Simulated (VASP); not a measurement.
A run of VASP 6.6.1 is set up as follows.

INCAR

```
SYSTEM = As
PREC = Accurate
ENCUT = 520
EDIFF = 1E-6
ISMEAR = 0
SIGMA = 0.02
LREAL = .False.
LASPH = .True.
NELM = 80
ALGO = Normal
ISIF = 2
LWAVE = .False.
LCHARG = .False.
METAGGA = R2SCAN
LMIXTAU = .True.
NBANDS = 18
```

The input KPOINTS:

```
regular mesh
0
Gamma
  8 8 6
  0 0 0
```

The input POSCAR:

```
As
1.0
    1.8250000000     -5.5000000000      0.0000000000
    1.8250000000      5.5000000000      0.0000000000
    0.0000000000      0.0000000000      4.4700000000
As
4
Direct
    0.3900000000      0.6100000000      0.5600000000
    0.8900000000      0.1100000000      0.9400000000
    0.6100000000      0.3900000000      0.4400000000
    0.1100000000      0.8900000000      0.0600000000
```

Contents of KPOINTS_OPT:

```
path GXSRAZGYX1A1TY,ZT
20
line-mode
reciprocal
 0.0000000000  0.0000000000  0.0000000000  G
 0.2775258264  0.2775258264  0.0000000000  X

 0.2775258264  0.2775258264  0.0000000000  X
 0.0000000000  0.5000000000  0.0000000000  S

 0.0000000000  0.5000000000  0.0000000000  S
 0.0000000000  0.5000000000  0.5000000000  R

 0.0000000000  0.5000000000  0.5000000000  R
 0.2775258264  0.2775258264  0.5000000000  A

 0.2775258264  0.2775258264  0.5000000000  A
 0.0000000000  0.0000000000  0.5000000000  Z

 0.0000000000  0.0000000000  0.5000000000  Z
 0.0000000000  0.0000000000  0.0000000000  G

 0.0000000000  0.0000000000  0.0000000000  G
-0.5000000000  0.5000000000  0.0000000000  Y

-0.5000000000  0.5000000000  0.0000000000  Y
-0.2775258264  0.7224741736  0.0000000000  X1

-0.2775258264  0.7224741736  0.0000000000  X1
-0.2775258264  0.7224741736  0.5000000000  A1

-0.2775258264  0.7224741736  0.5000000000  A1
-0.5000000000  0.5000000000  0.5000000000  T

-0.5000000000  0.5000000000  0.5000000000  T
-0.5000000000  0.5000000000  0.0000000000  Y

 0.0000000000  0.0000000000  0.5000000000  Z
-0.5000000000  0.5000000000  0.5000000000  T
```

Potentials or basis: VASP PAW PBE potentials, release 64 (As).

Launch:

```console
$ cat potpaw_PBE.64/As/POTCAR > POTCAR
$ mpirun -np 1 vasp_std > vasp.out
```

(1) Estimate the pressure.

(2) Estimate the largest force.

(3) Estimate the band gap on the k mesh.

Results:

(1) 1.5 GPa.

(2) 0.346 eV/Å.

(3) 0.18 eV, indirect (least direct gap 0.29 eV).

Caveat: the PAW data sets were made with another functional, which shifts forces and pressure a little.
